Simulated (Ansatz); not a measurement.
# Optical constants of ZnO

Computed with Ansatz, DFT PBE, scalar-relativistic, plane waves, PAW. Settings: 420 eV plane-wave cutoff, Γ-centred 12×12×6 mesh, Gaussian smearing of 0.01 eV. No spin polarisation.

Equilibrium structure at this level:
```xyz
4
Lattice="3.2795 0.0000 0.0000 -1.6397 2.8401 0.0000 0.0000 0.0000 5.2937" Properties=species:S:1:pos:R:3 pbc="T T T"
Zn    0.0000    1.8934    0.0080
Zn    1.6397    0.9467    2.6549
O     0.0000    1.8934    2.0147
O     1.6397    0.9467    4.6616
```

Independent-particle response (no local fields, no excitons) on a 18×18×8 mesh, broadened by 0.1 eV. Light polarised along z. The bands above those solved add 0.21 to ε₁ at zero frequency; that share is added as a constant.

Question: Tabulate ε₁ and ε₂ against photon energy.

Answer:
```tsv
E (eV)	ε₁	ε₂
0.3	5.44	0.00
0.8	6.38	0.31
1.3	5.45	1.79
1.8	4.73	1.85
2.3	4.33	1.78
2.8	4.10	1.69
3.3	3.97	1.63
3.8	3.92	1.59
4.3	3.92	1.59
4.8	3.97	1.64
5.3	4.06	1.76
5.8	4.22	2.01
6.3	4.46	2.72
6.8	3.07	3.17
7.3	2.81	2.62
7.8	2.88	2.38
8.3	3.13	2.38
8.8	3.07	2.99
9.3	2.61	2.73
9.8	2.86	2.41
10.3	3.74	3.40
10.8	1.44	3.38
11.3	2.36	3.05
11.8	2.36	4.94
```

Question: Where is the highest local maximum of ε₂ between 0.3 and 12 eV?

Answer: At 10.6 eV, where ε₂ = 5.2.

Question: How do the static value and the gaps compare?

Answer: ε₁(0) = 5.37; on the self-consistent k mesh the Kohn–Sham gap is 0.74 eV and the least direct gap 0.74 eV.

Cost: 1 run of about 1.8 core-minutes, on Intel Xeon Platinum 8488C (Sapphire Rapids) (shared hosts).